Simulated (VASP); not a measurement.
# CsBr (Pm-3m) in VASP: single point with LDA

Aim: the single point of CsBr with LDA.

Program: VASP 6.6.1. These are calculated values, not measurements. Logs are shortened: lines on timing, memory, paths and dates and some standing lists are left out, and cuts for length are marked.

## Step 1: Starting point

The structure is cubic, space group Pm-3m (No. 221). The conventional cell has a = 4.286 Å, b = 4.286 Å, c = 4.286 Å, α = 90.00°, β = 90.00°, γ = 90.00°. Cs (site symmetry m-3m) has 8 Br at 3.71 Å as nearest neighbours. Around Br (site symmetry m-3m) lie 8 Cs at 3.71 Å.

## Step 2: Single point, LDA

Contents of INCAR:

```
SYSTEM = CsBr
PREC = Accurate
ENCUT = 520
EDIFF = 1E-6
ISMEAR = 0
SIGMA = 0.05
LREAL = .False.
LASPH = .True.
NELM = 100
ALGO = Normal
ISIF = 2
LWAVE = .False.
LCHARG = .False.
NBANDS = 15
```

Contents of KPOINTS:

```
Automatic mesh
0
Gamma
  6 6 6
  0 0 0
```

Contents of POSCAR:

```
CsBr
1.0
    4.2860000000      0.0000000000      0.0000000000
    0.0000000000      4.2860000000      0.0000000000
    0.0000000000      0.0000000000      4.2860000000
Cs Br
1 1
Direct
    0.0000000000      0.0000000000      0.0000000000
    0.5000000000      0.5000000000      0.5000000000
```

Potentials or basis: VASP PAW LDA potentials, release 64 (Cs_sv, Br).

Launch:

```
cat potpaw_LDA.64/Cs_sv/POTCAR potpaw_LDA.64/Br/POTCAR > POTCAR
mpirun -np 1 vasp_std > vasp.out
```

OUTCAR:

```text
SYSTEM = CsBr
   PREC = Accurate
   ENCUT = 520
   EDIFF = 1E-6
   ISMEAR = 0
   LREAL = .False.
   LASPH = .True.
   NELM = 100
   ISIF = 2

 ion  position               nearest neighbor table
   1  0.000  0.000  0.000-
   2  0.500  0.500  0.500-

  LATTYP: Found a simple cubic cell.
 ALAT       =     4.2860000000

  Lattice vectors:

 A1 = (   4.2860000000,   0.0000000000,   0.0000000000)
 A2 = (   0.0000000000,   4.2860000000,   0.0000000000)
 A3 = (   0.0000000000,   0.0000000000,   4.2860000000)

Analysis of symmetry for initial positions (statically):
=====================================================================
 Subroutine PRICEL returns:
 Original cell was already a primitive cell.

 Routine SETGRP: Setting up the symmetry group for a
 simple cubic supercell.

 Subroutine GETGRP returns: Found 48 space group operations
 (whereof 48 operations were pure point group operations)
 out of a pool of 48 trial point group operations.

The static configuration has the point symmetry O_h .

Analysis of symmetry for dynamics (positions and initial velocities):
=====================================================================
 Subroutine PRICEL returns:
 Original cell was already a primitive cell.

 Routine SETGRP: Setting up the symmetry group for a
 simple cubic supercell.

 Subroutine GETGRP returns: Found 48 space group operations
 (whereof 48 operations were pure point group operations)
 out of a pool of 48 trial point group operations.

The dynamic configuration has the point symmetry O_h .

 Subroutine INISYM returns: Found 48 space group operations
 (whereof 48 operations are pure point group operations),
 and found     1 'primitive' translations

----------------------------------------------------------------------------------------

                                     Primitive cell

  volume of cell :      78.7329

  direct lattice vectors                    reciprocal lattice vectors
     4.286000000  0.000000000  0.000000000     0.233317779  0.000000000  0.000000000
     0.000000000  4.286000000  0.000000000     0.000000000  0.233317779  0.000000000
     0.000000000  0.000000000  4.286000000     0.000000000  0.000000000  0.233317779

  length of vectors
     4.286000000  4.286000000  4.286000000     0.233317779  0.233317779  0.233317779

[... 82 lines left out ...]
   ISYM   =      2    0-nonsym 1-usesym 2-fastsym
   POTIM  = 0.5000    time-step for ionic-motion
   TEBEG  =    0.0;   TEEND  =   0.0 temperature during run
   PSTRESS=    0.0 pullay stress
   NELECT =      16.0000    total number of electrons
   NUPDOWN=      -1.0000    fix difference up-down
   EMIN   =  10.00;   EMAX   =-10.00  energy-range for DOS
   EFERMI =   0.00;   METHOD = LEGACY
   ISMEAR =     0;   SIGMA  =   0.05  broadening in eV -4-tet -1-fermi 0-gaus
   EFERMI_NEDOS =   21; number of points for ismear=-14 and -15
   IALGO  =     38    algorithm
   IMIX   =      4    mixing-type and parameters
     AMIX     =   0.40;   BMIX     =  1.00
     AMIX_MAG =   1.60;   BMIX_MAG =  1.00
  volume/ion in A,a.u.               =      39.37       265.66
  Fermi-wavevector in a.u.,A,eV,Ry     =   0.962489  1.818841 12.604247  0.926386
  Thomas-Fermi vector in A             =   2.091953
   LORBIT       =      0    0 simple, 1 ext, 2 COOP (PROOUT), +10 PAW based schemes
   GGA     = CA    functional components
   LHFCALC =     F    Hartree Fock is set to
   AEXX    =    0.0000 exact exchange contribution
   IVDW    =     0    specifies the selected vdW correction
   LEPSILON=     F    determine dielectric tensor
   LRPA    =     F    only Hartree local field effects (RPA)
 non-spin polarized calculation
 Gauss-broadening in eV      SIGMA  =   0.05
  energy-cutoff  :      520.00
  volume of cell :       78.73
 maximum number of plane-waves:      2176
 NGX is ok and might be reduce to    32
   NGX = 15   NGY = 15   NGZ = 15

 number of electron      15.9999998 magnetization

 Free energy of the ion-electron system (eV)
  ---------------------------------------------------
  ext. energy  EPLUGINS =         0.00000000
  ---------------------------------------------------
  free energy    TOTEN  =        -6.75250938 eV

  energy without entropy =       -6.75250938  energy(sigma->0) =       -6.75250938

 E-fermi :  -0.1561     XC(G=0):  -8.4146

 val. band max:       -0.4088536217   @ k =   0.0000   0.0000   0.0000
 cond. band min:       3.7338879742   @ k =   0.0000   0.0000   0.0000
 fundamental gap:      4.1427415959
 Fermi energy:        -0.1560813284

 k-point     1 :       0.0000    0.0000    0.0000
  band No.  band energies     occupation
      1     -20.1270      2.00000
      2     -12.8028      2.00000
      3      -6.7152      2.00000
      4      -6.7152      2.00000
      5      -6.7152      2.00000
      6      -0.4089      2.00000
      7      -0.4089      2.00000
      8      -0.4089      2.00000
      9       3.7339      0.00000
     10       4.2609      0.00000
     11       4.2609      0.00000
     12       8.6302      0.00000
     13       8.6302      0.00000
     14       8.6302      0.00000
[... 329 lines left out ...]
      2     -12.6191      2.00000
      3      -7.1426      2.00000
      4      -7.1426      2.00000
      5      -7.1426      2.00000
      6      -1.6432      2.00000
      7      -1.6432      2.00000
      8      -1.6432      2.00000
      9       7.7672      0.00000
     10       7.7672      0.00000
     11       7.7672      0.00000
     12       8.5021      0.00000
     13       8.5021      0.00000
     14       8.5021      0.00000
     15      10.9575      0.00000

------------------------ aborting loop because EDIFF is reached ----------------------------------------

  FORCE on cell =-STRESS in cart. coord.  units (eV):
  Direction    XX          YY          ZZ          XY          YZ          ZX
  --------------------------------------------------------------------------------------
  -------------------------------------------------------------------------------------
  Total       -0.7927583     -0.7927583     -0.7927583      0.0000000      0.0000000      0.0000000
  in kB      -16.1322482    -16.1322482    -16.1322482      0.0000000      0.0000000      0.0000000
  external PRESSURE =     -16.1322482 kB  Pullay stress =       0.0000000 kB

 VOLUME and BASIS-vectors are now :
 -----------------------------------------------------------------------------
  energy-cutoff  :      520.00
  volume of cell :       78.73
      direct lattice vectors                 reciprocal lattice vectors
     4.286000000  0.000000000  0.000000000     0.233317779  0.000000000  0.000000000
     0.000000000  4.286000000  0.000000000     0.000000000  0.233317779  0.000000000
     0.000000000  0.000000000  4.286000000     0.000000000  0.000000000  0.233317779

 POSITION                                       TOTAL-FORCE (eV/Angst)
 -----------------------------------------------------------------------------------
      0.00000      0.00000      0.00000         0.000000      0.000000      0.000000
      2.14300      2.14300      2.14300         0.000000      0.000000      0.000000
 -----------------------------------------------------------------------------------
    total drift:                                0.000000      0.000000     -0.000000

  FREE ENERGIE OF THE ION-ELECTRON SYSTEM (eV)
  ---------------------------------------------------
  free  energy   TOTEN  =        -6.7525093768 eV

  energy  without entropy=       -6.7525093768  energy(sigma->0) =       -6.75250938
```

Run time: 15 s. Hardware: 1 thread of Intel Xeon Platinum 8259CL at 2.50GHz (Skylake/Cascade Lake), shared host; peak memory 0.16 GiB.

Results:

- Free energy: -6.7525 eV
- Pressure: -1.6 GPa
- Band gap on the k mesh: 4.14 eV, direct

Levels at points of the mesh, in eV from the valence-band top:
```
           k point  band 4  band 5  band 6  band 7  band 8  band 9  band 10  band 11  band 12  band 13
(0.00, 0.00, 0.00)   -6.31   -6.31    0.00    0.00    0.00    4.14     4.67     4.67     9.04     9.04
(0.50, 0.00, 0.00)   -6.19   -6.19   -1.40   -0.23   -0.23    5.70     7.06     7.47     8.09     8.76
(0.50, 0.50, 0.00)   -6.93   -6.12   -0.59   -0.59    0.00    4.99     5.26     7.07     7.07    10.81
(0.50, 0.50, 0.50)   -6.73   -6.73   -1.23   -1.23   -1.23    8.18     8.18     8.18     8.91     8.91
```

Caveat: spin-orbit coupling is left out, which moves the levels of the heavy elements.
